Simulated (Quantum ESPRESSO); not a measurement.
The system is PbO2.

```
Pb O
1.0
     0.00000    2.70199    2.70199
     2.70199    0.00000    2.70199
     2.70199    2.70199    0.00000
Pb O
1 2
Cartesian
  0.0000 0.0000 0.0000
  4.0530 4.0530 4.0530
  1.3510 1.3510 1.3510
```

The cell comes from a database or a generator and needn't be the stable form of this composition.

* Program: Quantum ESPRESSO 7.5
* Task: single point
* Functional: PBE
* Potentials or basis: SSSP 1.3 efficiency PBE
* Cutoff: 748 eV
* Density cutoff: 5987 eV
* k mesh: 9 × 9 × 9
* Occupations: fermi-dirac, width 0.05 eV
* Spin: no spin polarisation

On this cell: pressure 1.2 GPa; largest force zero by symmetry; band gap on the k mesh none (metal or under the smearing width).

The same run follows on a disturbed copy (atoms moved at random, drawn with an rms of 0.05 Å):

```
Pb O
1.0
     0.00000    2.70199    2.70199
     2.70199    0.00000    2.70199
     2.70199    2.70199    0.00000
Pb O
1 2
Cartesian
  0.0198 0.0040 -0.0052
  4.0228 4.0189 4.0321
  1.3874 1.2948 1.3787
```

Task: What changes?

Result: The energy (extrapolated to zero smearing) moves by +9.2 meV/atom; pressure 1.5 GPa; largest force 0.522 eV/Å; band gap on the k mesh none (metal or under the smearing width).

Forces on the atoms (eV/Å):
```
Pb  -0.065 -0.315  0.105
O    0.388  0.032  0.190
O   -0.323  0.284 -0.296
```

Stress tensor (GPa, compression positive):
```
 1.68 -0.25  0.09
-0.25  1.40 -0.56
 0.09 -0.56  1.54
```
